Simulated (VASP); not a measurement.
# ZnS (Wurtzite-2H) (P6_3mc) in VASP: notebook

The runs below take ZnS (Wurtzite-2H) through band structure, with PBE.

Program: VASP 6.6.1. These are calculated values, not measurements. Logs are shortened: lines on timing, memory, paths and dates and some standing lists are left out, and cuts for length are marked.

**The experiment to reproduce.**

A printed reference work, monograph reports, for a bulk crystal of ZnS at 4 K: band gap 3.911 eV (direct).

The runs below are set against these values where they give the same quantity.

## 1. Starting point

It takes space group P6_3mc (No. 186, hexagonal). Conventional cell: a = 3.811 Å, b = 3.811 Å, c = 6.234 Å, α = 90.00°, β = 90.00°, γ = 120.00°. Zn (site symmetry 3m) is surrounded by 4 S at 2.31 to 2.40 Å. S (site symmetry 3m) has 4 Zn at 2.31 to 2.40 Å as nearest neighbours.

## 2. Band structure, PBE

INCAR reads:

```
SYSTEM = ZnS
PREC = Accurate
ENCUT = 900
EDIFF = 1E-6
ISMEAR = -1
SIGMA = 0.05
LREAL = .False.
LASPH = .True.
NELM = 100
ALGO = Normal
ISIF = 2
LWAVE = .False.
LCHARG = .False.
GGA = PE
```

KPOINTS reads:

```
Automatic mesh
0
Gamma
  8 8 5
  0 0 0
```

POSCAR reads:

```
ZnS
1.0
    3.8110000000      0.0000000000      0.0000000000
   -1.9055000000      3.3004228138      0.0000000000
    0.0000000000      0.0000000000      6.2340000000
Zn S
2 2
Direct
    0.6666666667      0.3333333333      0.5000000000
    0.3333333333      0.6666666667      0.0000000000
    0.6666666667      0.3333333333      0.8850000000
    0.3333333333      0.6666666667      0.3850000000
```

KPOINTS_OPT reads:

```
path GMKGALHA,LM,KH
10
line-mode
reciprocal
 0.0000000000  0.0000000000  0.0000000000  G
 0.5000000000  0.0000000000  0.0000000000  M

 0.5000000000  0.0000000000  0.0000000000  M
 0.3333333333  0.3333333333  0.0000000000  K

 0.3333333333  0.3333333333  0.0000000000  K
 0.0000000000  0.0000000000  0.0000000000  G

 0.0000000000  0.0000000000  0.0000000000  G
 0.0000000000  0.0000000000  0.5000000000  A

 0.0000000000  0.0000000000  0.5000000000  A
 0.5000000000  0.0000000000  0.5000000000  L

 0.5000000000  0.0000000000  0.5000000000  L
 0.3333333333  0.3333333333  0.5000000000  H

 0.3333333333  0.3333333333  0.5000000000  H
 0.0000000000  0.0000000000  0.5000000000  A

 0.5000000000  0.0000000000  0.5000000000  L
 0.5000000000  0.0000000000  0.0000000000  M

 0.3333333333  0.3333333333  0.0000000000  K
 0.3333333333  0.3333333333  0.5000000000  H
```

Potentials or basis: VASP PAW PBE potentials, release 64 (Zn, S_h).

Started as:

```console
$ cat potpaw_PBE.64/Zn/POTCAR potpaw_PBE.64/S_h/POTCAR > POTCAR
$ mpirun -np 1 vasp_std > vasp.out
```

OUTCAR:

```text
SYSTEM = ZnS
   PREC = Accurate
   ENCUT = 900
   EDIFF = 1E-6
   ISMEAR = -1
   LREAL = .False.
   LASPH = .True.
   NELM = 100
   ISIF = 2
   GGA = PE

 ion  position               nearest neighbor table
   1  0.667  0.333  0.500-   4 2.31   4 2.31   4 2.31   3 2.40
   2  0.333  0.667  0.000-   3 2.31   3 2.31   3 2.31   4 2.40
   3  0.667  0.333  0.885-   2 2.31   2 2.31   2 2.31   1 2.40
   4  0.333  0.667  0.385-   1 2.31   1 2.31   1 2.31   2 2.40

  LATTYP: Found a hexagonal cell.
 ALAT       =     3.8110000000
 C/A-ratio  =     1.6357911309

  Lattice vectors:

 A1 = (   3.8110000000,   0.0000000000,   0.0000000000)
 A2 = (  -1.9055000000,   3.3004228138,   0.0000000000)
 A3 = (   0.0000000000,   0.0000000000,   6.2340000000)

Analysis of symmetry for initial positions (statically):
=====================================================================
 Subroutine PRICEL returns:
 Original cell was already a primitive cell.

 Routine SETGRP: Setting up the symmetry group for a
 hexagonal supercell.

 Subroutine GETGRP returns: Found 12 space group operations
 (whereof  6 operations were pure point group operations)
 out of a pool of 24 trial point group operations.

The static configuration has the point symmetry C_3v.
 The point group associated with its full space group is C_6v.

Analysis of symmetry for dynamics (positions and initial velocities):
=====================================================================
 Subroutine PRICEL returns:
 Original cell was already a primitive cell.

 Routine SETGRP: Setting up the symmetry group for a
 hexagonal supercell.

 Subroutine GETGRP returns: Found 12 space group operations
 (whereof  6 operations were pure point group operations)
 out of a pool of 24 trial point group operations.

The dynamic configuration has the point symmetry C_3v.
 The point group associated with its full space group is C_6v.

 Subroutine INISYM returns: Found 12 space group operations
 (whereof  6 operations are pure point group operations),
 and found     1 'primitive' translations

----------------------------------------------------------------------------------------

                                     Primitive cell

  volume of cell :      78.4107

  direct lattice vectors                    reciprocal lattice vectors
     3.811000000  0.000000000  0.000000000     0.262398321  0.151495741  0.000000000
    -1.905500000  3.300422814  0.000000000     0.000000000  0.302991482  0.000000000
     0.000000000  0.000000000  6.234000000     0.000000000  0.000000000  0.160410651

  length of vectors
     3.811000000  3.811000000  6.234000000     0.302991482  0.302991482  0.160410651

  position of ions in fractional coordinates (direct lattice)
     0.666666667  0.333333333  0.500000000
     0.333333333  0.666666667  0.000000000
     0.666666667  0.333333333  0.885000000
     0.333333333  0.666666667  0.385000000

  ion indices of the primitive-cell ions
   primitive index   ion index
                 1           1
                 2           2
                 3           3
                 4           4

----------------------------------------------------------------------------------------

 KPOINTS: Automatic mesh

Automatic generation of k-mesh.
 Grid dimensions read from file:
 generate k-points for:    8    8    5

 Generating k-lattice:

  Cartesian coordinates                     Fractional coordinates (reciprocal lattice)
     0.032799790  0.018936968  0.000000000     0.125000000  0.000000000  0.000000000
     0.000000000  0.037873935  0.000000000     0.000000000  0.125000000  0.000000000
     0.000000000  0.000000000  0.032082130     0.000000000  0.000000000  0.200000000

  Length of vectors
     0.037873935  0.037873935  0.032082130

  Shift w.r.t. Gamma in fractional coordinates (k-lattice)
     0.000000000  0.000000000  0.000000000

 Subroutine IBZKPT returns following result:
 ===========================================

 Found     30 irreducible k-points:

 Following reciprocal coordinates:
            Coordinates               Weight
  0.000000  0.000000  0.000000      1.000000
  0.125000  0.000000  0.000000      6.000000
  0.250000  0.000000  0.000000      6.000000
  0.375000  0.000000  0.000000      6.000000
  0.500000  0.000000  0.000000      3.000000
  0.125000  0.125000  0.000000      6.000000
[... 16 lines left out ...]
  0.250000  0.000000  0.400000     12.000000
  0.375000  0.000000  0.400000     12.000000
 [... further k-points ...]
   k-points           NKPTS =     30   k-points in BZ     NKDIM =     30   number of bands    NBANDS=     22
   number of dos      NEDOS =    301   number of ions     NIONS =      4
   total plane-waves  NPLWV = 102400
   dimension x,y,z NGX =    40 NGY =   40 NGZ =   64
   dimension x,y,z NGXF=    80 NGYF=   80 NGZF=  128
   ions per type =               2   2
   NGX,Y,Z   is equivalent  to a cutoff of  17.45, 17.45, 17.07 a.u.
   NGXF,Y,Z  is equivalent  to a cutoff of  34.90, 34.90, 34.13 a.u.
 SYSTEM =  ZnS
   PREC   = accura    normal or accurate (medium, high low for compatibility)
   ISTART =      0    job   : 0-new  1-cont  2-samecut
   ICHARG =      2    charge: 1-file 2-atom 10-const
   ISPIN  =      1    spin polarized calculation?
   LNONCOLLINEAR =      F non collinear calculations
   LSORBIT =      F    spin-orbit coupling
   LASPH  =      T    aspherical Exc in radial PAW
   ENCUT  =  900.0 eV  66.15 Ry    8.13 a.u.   9.32  9.32 15.25*2*pi/ulx,y,z
   NELM   =    100;   NELMIN=  2; NELMDL= -5     # of ELM steps
   EDIFF  = 0.1E-05   stopping-criterion for ELM
   LREAL  =      F    real-space projection
   EDIFFG = 0.1E-04   stopping-criterion for IOM
   NSW    =      0    number of steps for IOM
   IBRION =     -1    ionic relax: 0-MD 1-quasi-New 2-CG
   NFREE  =      0    steps in history (QN), initial steepest desc. (CG)
   ISIF   =      2    stress and relaxation
   ISYM   =      2    0-nonsym 1-usesym 2-fastsym
   POTIM  = 0.5000    time-step for ionic-motion
   TEBEG  =    0.0;   TEEND  =   0.0 temperature during run
   PSTRESS=    0.0 pullay stress
   NELECT =      36.0000    total number of electrons
   NUPDOWN=      -1.0000    fix difference up-down
   EMIN   =  10.00;   EMAX   =-10.00  energy-range for DOS
   EFERMI =   0.00;   METHOD = LEGACY
   ISMEAR =    -1;   SIGMA  =   0.05  broadening in eV -4-tet -1-fermi 0-gaus
   EFERMI_NEDOS =   21; number of points for ismear=-14 and -15
   IALGO  =     38    algorithm
   IMIX   =      4    mixing-type and parameters
     AMIX     =   0.40;   BMIX     =  1.00
     AMIX_MAG =   1.60;   BMIX_MAG =  1.00
  volume/ion in A,a.u.               =      19.60       132.29
  Fermi-wavevector in a.u.,A,eV,Ry     =   1.262943  2.386617 21.701647  1.595026
  Thomas-Fermi vector in A             =   2.396326
   LORBIT       =      0    0 simple, 1 ext, 2 COOP (PROOUT), +10 PAW based schemes
   GGA     = PE    functional components
   LHFCALC =     F    Hartree Fock is set to
   AEXX    =    0.0000 exact exchange contribution
   IVDW    =     0    specifies the selected vdW correction
   LEPSILON=     F    determine dielectric tensor
   LRPA    =     F    only Hartree local field effects (RPA)
 non-spin polarized calculation
  energy-cutoff  :      900.00
  volume of cell :       78.41
 maximum number of plane-waves:      4860
 NGX is ok and might be reduce to    40
   NGX = 19   NGY = 19   NGZ = 31

 number of electron      35.9999996 magnetization

 Free energy of the ion-electron system (eV)
  ---------------------------------------------------
  ext. energy  EPLUGINS =         0.00000000
  ---------------------------------------------------
  free energy    TOTEN  =       -13.64848282 eV

  energy without entropy =      -13.64848282  energy(sigma->0) =      -13.64848282

 E-fermi :   3.4585     XC(G=0):  -9.6968

 val. band max:        2.4665437571   @ k =   0.0000   0.0000   0.0000
 cond. band min:       4.7184402963   @ k =   0.0000   0.0000   0.0000
 fundamental gap:      2.2518965392
 Fermi energy:         3.4585036587

 k-point     1 :       0.0000    0.0000    0.0000
  band No.  band energies     occupation
      1     -10.7285      2.00000
      2      -9.8055      2.00000
      3      -3.9045      2.00000
      4      -3.9045      2.00000
      5      -3.8401      2.00000
      6      -3.8401      2.00000
[... 14 lines left out ...]
     21       8.7504      0.00000
     22       8.7504      0.00000

 k-point     2 :       0.1250    0.0000    0.0000
  band No.  band energies     occupation
      1     -10.6222      2.00000
      2      -9.7444      2.00000
      3      -3.9129      2.00000
      4      -3.8793      2.00000
      5      -3.8330      2.00000
      6      -3.8076      2.00000
[... 14 lines left out ...]
     21       8.3549      0.00000
     22       9.0869      0.00000

 k-point     3 :       0.2500    0.0000    0.0000
  band No.  band energies     occupation
      1     -10.3371      2.00000
      2      -9.6016      2.00000
      3      -3.9143      2.00000
      4      -3.8233      2.00000
      5      -3.8095      2.00000
      6      -3.7263      2.00000
[... 14 lines left out ...]
     21       8.4226      0.00000
     22       8.9994      0.00000
[... 476 lines left out ...]
 k-point    23 :       0.2500    0.0000    0.4000
  band No.  band energies     occupation
      1     -10.0998      2.00000
      2      -9.8731      2.00000
      3      -3.9125      2.00000
      4      -3.8733      2.00000
      5      -3.7935      2.00000
      6      -3.7632      2.00000
[... 14 lines left out ...]
     21       8.0056      0.00000
     22       8.5212      0.00000

 k-point    24 :       0.3750    0.0000    0.4000
  band No.  band energies     occupation
      1      -9.8129      2.00000
      2      -9.6579      2.00000
      3      -3.8934      2.00000
      4      -3.8504      2.00000
      5      -3.7317      2.00000
      6      -3.6878      2.00000
[... 14 lines left out ...]
     21       7.7151      0.00000
     22       8.1852      0.00000

 [... further k-points ...]

------------------------ aborting loop because EDIFF is reached ----------------------------------------

  FORCE on cell =-STRESS in cart. coord.  units (eV):
  Direction    XX          YY          ZZ          XY          YZ          ZX
  --------------------------------------------------------------------------------------
  -------------------------------------------------------------------------------------
  Total        1.6031922      1.6031922      0.5852066      0.0000000     -0.0000000     -0.0000000
  in kB       32.7582622     32.7582622     11.9576125      0.0000000     -0.0000000     -0.0000000
  external PRESSURE =      25.8247123 kB  Pullay stress =       0.0000000 kB

 VOLUME and BASIS-vectors are now :
 -----------------------------------------------------------------------------
  energy-cutoff  :      900.00
  volume of cell :       78.41
      direct lattice vectors                 reciprocal lattice vectors
     3.811000000  0.000000000  0.000000000     0.262398321  0.151495741  0.000000000
    -1.905500000  3.300422814  0.000000000     0.000000000  0.302991482  0.000000000
     0.000000000  0.000000000  6.234000000     0.000000000  0.000000000  0.160410651

 POSITION                                       TOTAL-FORCE (eV/Angst)
 -----------------------------------------------------------------------------------
      1.90550      1.10014      3.11700        -0.000000      0.000000      0.324415
     -0.00000      2.20028      0.00000         0.000000     -0.000000      0.324415
      1.90550      1.10014      5.51709         0.000000     -0.000000     -0.324415
     -0.00000      2.20028      2.40009        -0.000000     -0.000000     -0.324415
 -----------------------------------------------------------------------------------
    total drift:                               -0.000000      0.000000      0.000164

  FREE ENERGIE OF THE ION-ELECTRON SYSTEM (eV)
  ---------------------------------------------------
  free  energy   TOTEN  =       -13.6484828218 eV

  energy  without entropy=      -13.6484828217  energy(sigma->0) =      -13.64848282
```

Wall time 3.4 min (1 thread of Intel Xeon 6975P-C (Granite Rapids), shared host); peak memory 0.4 GiB.

What came out:

| Item | Value |
| --- | --- |
| Free energy | -13.6485 eV |
| Pressure | 2.6 GPa |
| Largest force | 0.324 eV/Å |
| Band gap on the k mesh | 2.25 eV, direct |
| Band gap along the path | 2.25 eV, direct |

Forces in eV/Å, atoms in the order of the input:
```
Zn   0.000  0.000  0.324
Zn   0.000  0.000  0.324
S    0.000  0.000 -0.324
S    0.000  0.000 -0.324
```

Levels at the corners of the path, in eV from the valence-band top:
```csv
point,band 14,band 15,band 16,band 17,band 18,band 19,band 20,band 21,band 22
Γ,-0.86,-0.86,-0.01,-0.01,0.00,2.25,2.99,6.28,6.29
M,-4.21,-3.16,-2.25,-1.56,-0.98,3.61,4.27,5.18,7.12
M,-4.21,-3.16,-2.25,-1.56,-0.98,3.61,4.27,5.18,7.12
K,-4.36,-3.87,-2.21,-2.21,-2.21,4.47,5.92,5.92,7.91
K,-4.36,-3.87,-2.21,-2.21,-2.21,4.47,5.92,5.92,7.90
Γ,-0.86,-0.86,-0.01,-0.01,0.00,2.25,2.99,6.28,6.28
Γ,-0.86,-0.86,-0.01,-0.01,0.00,2.25,2.99,6.28,6.29
A,-2.76,-0.45,-0.45,-0.45,-0.45,3.51,3.51,6.71,6.72
A,-2.76,-0.45,-0.45,-0.45,-0.45,3.51,3.51,6.71,6.71
L,-4.90,-1.66,-1.66,-1.53,-1.53,3.61,3.61,5.14,5.14
L,-4.90,-1.66,-1.66,-1.53,-1.53,3.61,3.61,5.14,5.14
H,-4.77,-3.11,-3.11,-1.25,-1.25,4.53,4.53,6.48,6.48
H,-4.77,-3.11,-3.11,-1.25,-1.25,4.53,4.53,6.48,6.48
A,-2.76,-0.45,-0.45,-0.45,-0.45,3.51,3.51,6.71,6.71
L,-4.90,-1.66,-1.66,-1.53,-1.53,3.61,3.61,5.14,5.14
M,-4.21,-3.16,-2.25,-1.56,-0.98,3.61,4.27,5.18,7.12
K,-4.36,-3.87,-2.21,-2.21,-2.21,4.47,5.92,5.92,7.91
H,-4.77,-3.11,-3.11,-1.25,-1.25,4.53,4.53,6.48,6.48
```

(Part 1 of 2 ends here.)
